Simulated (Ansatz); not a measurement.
# Sn3H: the cost of one run

Method: DFT PBEsol, scalar-relativistic, plane waves, PAW, in Ansatz 0.2.0.

4 further runs of the same task are left out: 4 set aside as unsound or not needed.

## 1. The starting structure

It takes space group C2/m (No. 12, monoclinic). Conventional cell: a = 6.012 Å, b = 3.235 Å, c = 22.453 Å, α = 90.00°, β = 90.00°, γ = 90.00°. Around Sn (site symmetry m) lie 9 Sn at 3.20 to 3.41 Å. Sn (site symmetry 2/m) is surrounded by 12 Sn at 3.20 to 3.41 Å.

Coordinates:

```
CELL_PARAMETERS angstrom
3.23465 0.00000 0.00000
-1.61733 3.00604 0.00000
0.00000 0.00000 22.45316
ATOMIC_POSITIONS crystal
Sn 0.28947 0.57894 0.37857
Sn 0.60681 0.21362 0.49320
Sn 0.92360 0.84720 0.60787
```

Miller indices refer to the conventional cell of the relaxed bulk, I4/mmm (No. 139): a = 3.235 Å, b = 3.235 Å, c = 5.068 Å, α = 90.00°, β = 90.00°, γ = 90.00°.

This (101) slab, 5.5 Å thick as cut, with 17 Å of vacuum; its outer planes are Sn (top) and Sn (bottom), was relaxed beforehand with its lower half held: -17848.6957 eV, work function 3.90 eV.

## 2. H moved by +0.30 Å along the normal

The adatom is now moved up and down over its best place, with everything held.

A dipole layer in the vacuum cancels the field that periodic copies would set up if the slab's two faces differ.

The input, input.yaml:

```yaml
crystal:
  lattice:
    - [3.2346532634, 0.0, 0.0]
    - [-1.6173266317, 3.0060423365, 0.0]
    - [0.0, 0.0, 24.4531643486]
  atoms:
    - { symbol: Sn, position: [0.2894711525, 0.578942305, 0.3476032745] }
    - { symbol: Sn, position: [0.6068110618, 0.2136221235, 0.4528641557] }
    - { symbol: Sn, position: [0.923602062, 0.8472041241, 0.5581517663] }
    - { symbol: H, position: [1.6736020621, 1.3472041241, 0.6182174649] }
basis:
  ecutwfc: 420
kpoints:
  mp_grid: { grid: [10, 10, 1] }
hamiltonian:
  xc: pbesol
scf:
  occupations: { method: gaussian, width: 0.1 }
output:
  forces: true
  stress: true
  eigenvalues: true
  write_density: true
  write_potential: true
  elf: true
  volumetric_format: npy
efield:
  axis: 3
  dipole_correction: true
  ramp_width: 0.04
```

On the command line:

```
ansatz run input.yaml --threads 1 --pin off --max-ram 2560MiB --backend cpu --events-out ev --progress --plain --runs-dir out
```

Q: Estimate wall time and peak memory on 1 thread of Intel Xeon Platinum 8175M at 2.50GHz (Skylake/Cascade Lake), shared host.

About 22 s, with a peak of 0.52 GiB.
